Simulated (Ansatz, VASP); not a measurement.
# GaP in two plane-wave programs

One calculation is typed for both programs; each brings its own data sets. How far apart do they land? The cell is taken from a series of runs on this material, whose earlier steps may have relaxed, scaled, displaced or heated it; both programs get it as it stands.

Program: Ansatz 0.2.0. Level of theory: plane waves, with VASP 6.6.1 beside it; dielectric response at PBE. Results are calculated unless marked as measured.

## Step 1: Set-up

The structure is cubic, space group F-43m (No. 216). Conventional cell: a = 5.506 Å, b = 5.506 Å, c = 5.506 Å, α = 90.00°, β = 90.00°, γ = 90.00°. Ga has 4 P at 2.38 Å nearest. Nearest to P lie 4 Ga at 2.38 Å. Farther neighbours are not listed.

Coordinates:

```xyz
2
Lattice="0.0000 2.7530 2.7530 2.7530 0.0000 2.7530 2.7530 2.7530 0.0000" Properties=species:S:1:pos:R:3 pbc="T T T"
Ga    0.0000    0.0000    0.0000
P     1.3765    1.3765    1.3765
```

## Step 2: VASP: dielectric response, PBE

The response to a field tests empty states and converges slowly with the mesh.

Lines of VASP's logs that name or quote its potential files are left out, and so is its time.

Contents of INCAR:

```
SYSTEM = GaP
PREC = Accurate
ENCUT = 400
EDIFF = 1E-08
NELM = 120
ISMEAR = 0
SIGMA = 0.01
LREAL = .FALSE.
ALGO = Normal
GGA = PE
NBANDS = 15
LORBIT = 11
LWAVE = .FALSE.
LCHARG = .FALSE.
ISIF = 2
LEPSILON = .TRUE.
LASPH = .TRUE.
GGA_COMPAT = .FALSE.
EFERMI = MIDGAP
```

Contents of POSCAR:

```
GaP
1.0
    0.0000000000      2.7529801828      2.7529801828
    2.7529801828      0.0000000000      2.7529801828
    2.7529801828      2.7529801828      0.0000000000
Ga P
1 1
Direct
    0.0000000000      0.0000000000      0.0000000000
    0.2500000000      0.2500000000      0.2500000000
```

Contents of KPOINTS:

```
Automatic mesh
0
Gamma
8 8 8
0 0 0
```

PAW data sets: Ga_d and P (PBE family, release 64).

Launch:

```bash
$ mpirun -np 1 vasp_std
```

Numbers of over 12 decimals in the logs are rounded to 6 here.

The program printed:

```text
[banner, memory and clock lines left out]
running    1 mpi-ranks, on    1 nodes
 distrk:  each k-point on    1 cores,    1 groups
 distr:  one band on    1 cores,    1 groups

 POSCAR found type information on POSCAR GaP
 POSCAR found :  2 types and       2 ions
 LDA part: xc-table for (Slater+PW92), standard interpolation
 POSCAR, INCAR and KPOINTS ok, starting setup
 FFT: planning ... GRIDC
 FFT: planning ... GRID_SOFT
 FFT: planning ... GRID
 WAVECAR not read
 entering main loop
       N       E                     dE             d eps       ncg     rms          rms(c)
DAV:   1     0.715429403812E+02    0.71543E+02   -0.81011E+03   894   0.146E+03
DAV:   2    -0.403790853205E+01   -0.75581E+02   -0.72281E+02  1010   0.270E+02
DAV:   3    -0.929528299932E+01   -0.52574E+01   -0.52390E+01  1073   0.626E+01
DAV:   5    -0.938492545562E+01   -0.19254E-02   -0.19252E-02  1073   0.108E+00    0.410E+00
DAV:   6    -0.914804772556E+01    0.23688E+00   -0.39980E-01  1340   0.107E+01    0.270E+00
DAV:   7    -0.912344339134E+01    0.24604E-01   -0.93637E-02  1133   0.206E+00    0.109E+00
DAV:   8    -0.912382489957E+01   -0.38151E-03   -0.13454E-02  1060   0.147E+00    0.167E-01
DAV:   9    -0.912422500093E+01   -0.40010E-03   -0.14158E-03  1112   0.560E-01    0.885E-02
DAV:  10    -0.912429612546E+01   -0.71125E-04   -0.11440E-04  1297   0.108E-01    0.445E-02
DAV:  11    -0.912437090002E+01   -0.74775E-04   -0.10712E-04  1010   0.903E-02    0.570E-03
DAV:  12    -0.912437042846E+01    0.47156E-06   -0.32881E-06  1097   0.241E-02    0.255E-03
DAV:  13    -0.912437076481E+01   -0.33635E-06   -0.99627E-07  1073   0.876E-03    0.187E-03
DAV:  14    -0.912437077589E+01   -0.11073E-07   -0.42764E-08  1102   0.176E-03    0.151E-03
DAV:  15    -0.912437077773E+01   -0.18472E-08   -0.33816E-09   813   0.470E-04
   1 F= -.91243708E+01 E0= -.91243708E+01  d E =0.000000E+00
 Linear response reoptimize wavefunctions to high precision
DAV:   1    -0.912437077191E+01    0.58280E-08   -0.15776E-09   843   0.304E-04
DAV:   2    -0.912437077199E+01   -0.80036E-10   -0.26580E-10   596   0.136E-04
 Linear response G [H, r] |phi>, progress :
  Direction:   1
       N       E                     dE             d eps       ncg     rms
RMM:   1    -0.402501802242E+02   -0.40250E+02    0.17167E+02  1013   0.228E+02
RMM:   2    -0.485894610235E+02   -0.83393E+01   -0.82208E+00  1810   0.339E+01
RMM:   3    -0.509380767045E+02   -0.23486E+01   -0.30598E+00  1778   0.828E+00
RMM:   4    -0.508248665757E+02    0.11321E+00    0.27755E-01  1872   0.231E+00
RMM:   5    -0.508772519947E+02   -0.52385E-01   -0.99696E-02  1881   0.614E-01
RMM:   6    -0.508669300372E+02    0.10322E-01    0.14855E-02  1915   0.206E-01
RMM:   7    -0.508689103411E+02   -0.19803E-02   -0.36788E-03  1918   0.740E-02
RMM:   8    -0.508685429385E+02    0.36740E-03    0.17345E-04  1954   0.304E-02
RMM:   9    -0.508685826215E+02   -0.39683E-04   -0.19316E-04  1926   0.143E-02
RMM:  10    -0.508685593410E+02    0.23280E-04    0.46658E-05  1902   0.820E-03
RMM:  11    -0.508685643314E+02   -0.49904E-05   -0.16047E-06  1687   0.536E-03
RMM:  12    -0.508685550012E+02    0.93302E-05    0.91940E-05  1489   0.433E-03
RMM:  13    -0.508685694389E+02   -0.14438E-04   -0.52362E-05  1264   0.389E-03
RMM:  14    -0.508685982123E+02   -0.28773E-04   -0.34030E-04  1110   0.357E-03
RMM:  15    -0.508685755134E+02    0.22699E-04   -0.11364E-04  1041   0.350E-03
RMM:  16    -0.508685977123E+02   -0.22199E-04   -0.33488E-04  1015   0.345E-03
RMM:  17    -0.508685630572E+02    0.34655E-04    0.11353E-05  1004   0.342E-03
 Linear response G [H, r] |phi>, progress :
  Direction:   2
       N       E                     dE             d eps       ncg     rms
RMM:   1    -0.397615979765E+02   -0.39762E+02    0.14127E+02  1021   0.228E+02
RMM:   2    -0.496069103123E+02   -0.98453E+01   -0.34519E+00  1805   0.333E+01
RMM:   3    -0.524336644334E+02   -0.28268E+01   -0.29091E+00  1750   0.814E+00
RMM:   4    -0.523309744872E+02    0.10269E+00    0.27558E-01  1860   0.237E+00
RMM:   5    -0.523842000612E+02   -0.53226E-01   -0.10039E-01  1868   0.610E-01
RMM:   6    -0.523738420921E+02    0.10358E-01    0.15750E-02  1895   0.194E-01
RMM:   7    -0.523759405516E+02   -0.20985E-02   -0.41942E-03  1905   0.687E-02
RMM:   8    -0.523755208529E+02    0.41970E-03    0.16416E-04  1934   0.280E-02
RMM:   9    -0.523755863118E+02   -0.65459E-04   -0.46066E-04  1929   0.126E-02
RMM:  10    -0.523755374254E+02    0.48886E-04    0.35651E-05  1891   0.693E-03
RMM:  11    -0.523755359061E+02    0.15193E-05    0.52165E-05  1678   0.456E-03
RMM:  12    -0.523755496630E+02   -0.13757E-04   -0.85115E-05  1464   0.357E-03
RMM:  13    -0.523755342384E+02    0.15425E-04    0.69179E-05  1240   0.318E-03
RMM:  14    -0.523755535004E+02   -0.19262E-04   -0.12323E-04  1091   0.295E-03
RMM:  15    -0.523755668480E+02   -0.13348E-04   -0.25648E-04  1022   0.286E-03
RMM:  16    -0.523755566165E+02    0.10232E-04   -0.15340E-04   976   0.283E-03
RMM:  17    -0.523755404345E+02    0.16182E-04    0.83323E-06   966   0.279E-03
 Linear response G [H, r] |phi>, progress :
  Direction:   3
       N       E                     dE             d eps       ncg     rms
RMM:   1    -0.349345139372E+02   -0.34935E+02    0.21234E+02  1007   0.220E+02
[...]
RMM:   4    -0.160355306143E+01   -0.29162E-03   -0.59933E-04  1841   0.128E-01
RMM:   5    -0.160355922268E+01   -0.61613E-05   -0.46966E-05  1841   0.393E-02
RMM:   6    -0.160356031414E+01   -0.10915E-05   -0.68510E-06  1854   0.127E-02
RMM:   7    -0.160356043450E+01   -0.12036E-06   -0.81425E-07  1866   0.421E-03
RMM:   8    -0.160356042464E+01    0.98573E-08   -0.33500E-08  1819   0.149E-03
 change of polarisation eV/A/(eV/A) component  2 :     1.743     3.207    -0.486
 dielectric tensor                  component  2 :     7.556    14.907    -2.106
 Linear response to external field (no local field effect), progress :
  Direction:   3
       N       E                     dE             d eps       ncg     rms          rms(c)
RMM:   1    -0.169173406795E+00   -0.16917E+00    0.17720E+00   970   0.620E+00
RMM:   2    -0.684220778405E+00   -0.51505E+00   -0.65458E-02  1730   0.148E+00
RMM:   3    -0.686973667047E+00   -0.27529E-02   -0.13574E-02  1810   0.460E-01
RMM:   4    -0.687118780776E+00   -0.14511E-03   -0.38850E-04  1840   0.109E-01
RMM:   5    -0.687124029742E+00   -0.52490E-05   -0.28595E-05  1820   0.314E-02
RMM:   6    -0.687124056393E+00   -0.26651E-07   -0.26698E-06  1852   0.103E-02
RMM:   7    -0.687124233029E+00   -0.17664E-06   -0.73774E-07  1799   0.343E-03
RMM:   8    -0.687124177211E+00    0.55818E-07    0.86259E-08  1761   0.131E-03
RMM:   9    -0.687124195485E+00   -0.18274E-07   -0.51286E-08  1551   0.489E-04
RMM:  10    -0.687124189491E+00    0.59943E-08    0.14966E-08  1294   0.209E-04
 change of polarisation eV/A/(eV/A) component  3 :     0.408    -0.485     1.374
 dielectric tensor                  component  3 :     1.771    -2.105     6.959
 Linear response to external field, progress :
  Direction:   1
       N       E                     dE             d eps       ncg     rms          rms(c)
RMM:   1    -0.186738508476E+00   -0.18674E+00    0.47801E+00  3147   0.797E+00
RMM:   2    -0.127921964909E+01   -0.10925E+01   -0.79834E-02  5693   0.176E+00    0.154E+00
RMM:   3    -0.124985840969E+01    0.29361E-01   -0.29784E-02  5753   0.998E-01    0.914E-01
RMM:   4    -0.129836421059E+01   -0.48506E-01   -0.28926E-02  5812   0.979E-01    0.188E-01
RMM:   5    -0.131487998720E+01   -0.16516E-01   -0.17959E-03  5901   0.290E-01    0.408E-02
RMM:   6    -0.132083858600E+01   -0.59586E-02   -0.17736E-04  5978   0.101E-01    0.330E-02
RMM:   7    -0.132164096448E+01   -0.80238E-03   -0.52660E-05  5631   0.410E-02    0.335E-03
RMM:   8    -0.132197610514E+01   -0.33514E-03    0.33138E-06  6223   0.141E-02    0.182E-03
RMM:   9    -0.132194510222E+01    0.31003E-04   -0.25737E-06  5832   0.545E-03    0.637E-04
RMM:  10    -0.132195393840E+01   -0.88362E-05    0.23135E-07  6007   0.214E-03    0.273E-04
RMM:  11    -0.132194465615E+01    0.92822E-05   -0.35658E-07  5970   0.944E-04    0.128E-04
RMM:  12    -0.132194203671E+01    0.26194E-05    0.18062E-08  5581   0.354E-04    0.488E-05
RMM:  13    -0.132194179717E+01    0.23954E-06   -0.13623E-07  3366   0.150E-04    0.110E-05
RMM:  14    -0.132194092219E+01    0.87498E-06    0.15346E-10  2386   0.842E-05    0.366E-06
 change of polarisation eV/A/(eV/A) component  1 :     2.447     0.822     0.369
 dielectric tensor                  component  1 :    11.611     3.562     1.600
 Linear response to external field, progress :
  Direction:   2
       N       E                     dE             d eps       ncg     rms          rms(c)
RMM:   1    -0.186877650589E+00   -0.18688E+00    0.47787E+00  3146   0.796E+00
RMM:   2    -0.127917624866E+01   -0.10923E+01   -0.80050E-02  5690   0.176E+00    0.154E+00
RMM:   3    -0.124985086711E+01    0.29325E-01   -0.29723E-02  5753   0.998E-01    0.913E-01
RMM:   4    -0.129834437073E+01   -0.48494E-01   -0.28860E-02  5815   0.980E-01    0.188E-01
RMM:   5    -0.131495823233E+01   -0.16614E-01   -0.19065E-03  5900   0.290E-01    0.406E-02
RMM:   6    -0.132083057538E+01   -0.58723E-02   -0.18884E-04  5973   0.101E-01    0.330E-02
RMM:   7    -0.132164162501E+01   -0.81105E-03   -0.51161E-05  5626   0.411E-02    0.338E-03
RMM:   8    -0.132197325691E+01   -0.33163E-03   -0.42324E-07  6225   0.142E-02    0.179E-03
RMM:   9    -0.132194412445E+01    0.29132E-04   -0.31352E-06  5831   0.551E-03    0.622E-04
RMM:  10    -0.132195327759E+01   -0.91531E-05    0.28564E-07  6013   0.218E-03    0.267E-04
RMM:  11    -0.132194518299E+01    0.80946E-05   -0.19581E-07  6007   0.961E-04    0.142E-04
RMM:  12    -0.132194189861E+01    0.32844E-05    0.76489E-08  5688   0.367E-04    0.487E-05
RMM:  13    -0.132194171144E+01    0.18717E-06   -0.19395E-08  3424   0.153E-04    0.162E-05
RMM:  14    -0.132194081395E+01    0.89748E-06    0.87722E-08  2381   0.838E-05    0.491E-06
 change of polarisation eV/A/(eV/A) component  2 :     0.801     2.447     0.343
 dielectric tensor                  component  2 :     3.473    11.611     1.489
 Linear response to external field, progress :
  Direction:   3
       N       E                     dE             d eps       ncg     rms          rms(c)
RMM:   1    -0.187317350230E+00   -0.18732E+00    0.47743E+00  3147   0.797E+00
RMM:   2    -0.127919897136E+01   -0.10919E+01   -0.80024E-02  5691   0.176E+00    0.154E+00
RMM:   3    -0.124985758383E+01    0.29341E-01   -0.29919E-02  5756   0.999E-01    0.914E-01
RMM:   4    -0.129834675165E+01   -0.48489E-01   -0.28817E-02  5807   0.979E-01    0.188E-01
RMM:   5    -0.131489024244E+01   -0.16543E-01   -0.18971E-03  5902   0.290E-01    0.408E-02
RMM:   6    -0.132084374492E+01   -0.59535E-02   -0.18690E-04  5971   0.101E-01    0.329E-02
RMM:   7    -0.132164118397E+01   -0.79744E-03   -0.51781E-05  5635   0.409E-02    0.333E-03
RMM:   8    -0.132197708979E+01   -0.33591E-03    0.18507E-07  6225   0.141E-02    0.181E-03
RMM:   9    -0.132194548589E+01    0.31604E-04   -0.27215E-06  5835   0.544E-03    0.631E-04
RMM:  10    -0.132195412663E+01   -0.86407E-05    0.29201E-07  6007   0.214E-03    0.272E-04
RMM:  11    -0.132194490197E+01    0.92247E-05   -0.38059E-07  5958   0.940E-04    0.129E-04
RMM:  12    -0.132194223540E+01    0.26666E-05    0.23076E-07  5584   0.353E-04    0.491E-05
RMM:  13    -0.132194198770E+01    0.24770E-06    0.28523E-08  3358   0.150E-04    0.110E-05
RMM:  14    -0.132194113467E+01    0.85303E-06    0.33362E-08  2357   0.840E-05    0.412E-06
 change of polarisation eV/A/(eV/A) component  3 :     0.642     0.549     2.447
 dielectric tensor                  component  3 :     2.783     2.380    11.611
 Born effective charges drift removed
```

Parts of OUTCAR (step 2):

```text
ion  position               nearest neighbor table
   1  0.000  0.000  0.000-   2 2.38   2 2.38   2 2.38   2 2.38
   2  0.250  0.250  0.250-   1 2.38   1 2.38   1 2.38   1 2.38

  LATTYP: Found a face centered cubic cell.
 ALAT       =     5.5059603656

 Subroutine GETGRP returns: Found 24 space group operations
 (whereof 24 operations were pure point group operations)

The static configuration has the point symmetry T_d .

 Found     29 irreducible k-points:

   k-points           NKPTS =     29   k-points in BZ     NKDIM =     29   number of bands    NBANDS=     15

   dimension x,y,z NGX =    28 NGY =   28 NGZ =   28
   dimension x,y,z NGXF=    56 NGYF=   56 NGZF=   56

   ENCUT  =  400.0 eV  29.40 Ry    5.42 a.u.   6.35  6.35  6.35*2*pi/ulx,y,z

   NELECT =      18.0000    total number of electrons

 k-points in reciprocal lattice and weights: Automatic mesh
   0.00000000  0.00000000  0.00000000       0.002
   0.12500000  0.00000000  0.00000000       0.016
   0.25000000  0.00000000  0.00000000       0.016
   0.37500000  0.00000000  0.00000000       0.016
   0.50000000  0.00000000  0.00000000       0.008
   0.12500000  0.12500000  0.00000000       0.012
   0.25000000  0.12500000  0.00000000       0.047
   0.37500000  0.12500000  0.00000000       0.047
   0.50000000  0.12500000  0.00000000       0.047
[...]
-0.37500000  0.50000000  0.12500000       0.023
  -0.25000000  0.50000000  0.25000000       0.012

 average (electrostatic) potential at core
       1 -65.6559       2 -83.6885

  Total       -0.0525491     -0.0525491     -0.0525491     -0.0000000      0.0000000     -0.0000000
  in kB       -2.0176084     -2.0176084     -2.0176084     -0.0000000      0.0000000     -0.0000000
  external PRESSURE =      -2.0176084 kB  Pullay stress =       0.0000000 kB

  energy-cutoff  :      400.00
  volume of cell :       41.73
      direct lattice vectors                 reciprocal lattice vectors
     0.000000000  2.752980183  2.752980183    -0.181621358  0.181621358  0.181621358
     2.752980183  0.000000000  2.752980183     0.181621358 -0.181621358  0.181621358
     2.752980183  2.752980183  0.000000000     0.181621358  0.181621358 -0.181621358

 POSITION                                       TOTAL-FORCE (eV/Angst)
 -----------------------------------------------------------------------------------
      0.00000      0.00000      0.00000        -0.000000     -0.000000     -0.000000
      1.37649      1.37649      1.37649         0.000000      0.000000      0.000000
 -----------------------------------------------------------------------------------
    total drift:                                0.000001      0.000001      0.000001

 MACROSCOPIC STATIC DIELECTRIC TENSOR (including local field effects in DFT)
 ------------------------------------------------------
          11.611097    -0.000000    -0.000000
          -0.000000    11.611097     0.000000
           0.000000    -0.000000    11.611097
 ------------------------------------------------------

 PIEZOELECTRIC TENSOR (including local field effects)  for field in x, y, z        (C/m^2)
          XX          YY          ZZ          XY          YZ          ZX
  --------------------------------------------------------------------------------
  x     0.00000     0.00000     0.00000     0.00000    -0.83107     0.00000
  y     0.00000     0.00000    -0.00000     0.00000     0.00000    -0.83107
  z     0.00000     0.00000     0.00000    -0.83107     0.00000     0.00000

 BORN EFFECTIVE CHARGES (including local field effects) (in |e|, cummulative output)
 ---------------------------------------------------------------------------------
 ion    1
    1     2.27385     0.00000     0.00000
    2     0.00000     2.27385     0.00000
    3    -0.00000    -0.00000     2.27385
 ion    2
    1    -2.27385    -0.00000    -0.00000
    2     0.00000    -2.27385     0.00000
    3     0.00000     0.00000    -2.27385
```

The dielectric response converges more slowly with the mesh than energies do, so tensor and charges may still move on a finer one.

(Part 1 of 2 ends here.)

[Lines on the potential files, build, host, timing and source positions are cut from VASP's logs without a mark.]

[Logs are printed without paths, hosts, clocks, repeated set-up lines and the standing remarks that a program may print on its own settings, such as how far it seeks lower states.]

[Hosts, paths, dates, database ids (printed as entryN), source tags and the programs' standing remarks are cut or masked in the printed files.]
